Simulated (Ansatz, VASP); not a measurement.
Two plane-wave programs on GaP

INCAR

```
SYSTEM = GaP
  ALGO = Normal
  EDIFF = 1E-6
  ENCUT = 520
  GGA = PE
  ISIF = 2
  ISMEAR = 0
  LASPH = .TRUE.
  LCHARG = .TRUE.
  LELF = .TRUE.
  LREAL = .FALSE.
  LVHAR = .TRUE.
  LWAVE = .FALSE.
  NBANDS = 16
  NELM = 60
  PREC = Accurate
  SIGMA = 0.1
```

KPOINTS

```
k-points
0
G
  4 4 4
  0 0 0
```

The input POSCAR:

```
GaP
1.0
    0.0000000000      2.7258124945      2.7258124945
    2.7258124945      0.0000000000      2.7258124945
    2.7258124945      2.7258124945      0.0000000000
Ga P
1 1
Direct
    0.0000000000      0.0000000000      0.0000000000
    0.2500000000      0.2500000000      0.2500000000
```

Input for Ansatz:

```yaml
crystal:
  lattice:
    - [0.0, 2.7258124945, 2.7258124945]
    - [2.7258124945, 0.0, 2.7258124945]
    - [2.7258124945, 2.7258124945, 0.0]
  atoms:
    - { symbol: Ga, position: [0.0, 0.0, 0.0] }
    - { symbol: P, position: [0.25, 0.25, 0.25] }
basis:
  ecutwfc: 420
kpoints:
  mp_grid: { grid: [4, 4, 4] }
hamiltonian:
  xc: pbe
scf:
  occupations: { method: gaussian }
  max_iter: 54
output:
  forces: true
  stress: true
  eigenvalues: true
```

Alike in both runs: task single point; functional PBE; k mesh 4 × 4 × 4; no spin polarisation.

```csv
,VASP,Ansatz
version,VASP 6.6.1,Ansatz 0.2.0
potentials or method,"VASP PAW PBE potentials, release 64 (Ga_d, P)","scalar-relativistic, plane waves, PAW"
plane-wave cutoff (eV),520,420
occupations,"gaussian, width 0.1 eV",gaussian
valence electrons in the cell,18,18
```

|  | VASP | Ansatz | Ansatz less VASP |
| --- | --- | --- | --- |
| gap on the k mesh at the Fermi level (eV) | 1.63 | 1.63 | 0.000 |
| least direct gap on the mesh (eV) | 1.81 | 1.81 | +0.002 |
| pressure (GPa) | 2.8 | 2.9 | +0.08 |

Caveats: the k mesh is coarse (spacing up to 0.50 Å⁻¹), so the values aren't converged. A k mesh can miss the band edges. PBE gaps usually lie below the measured ones, often by a third to a half.
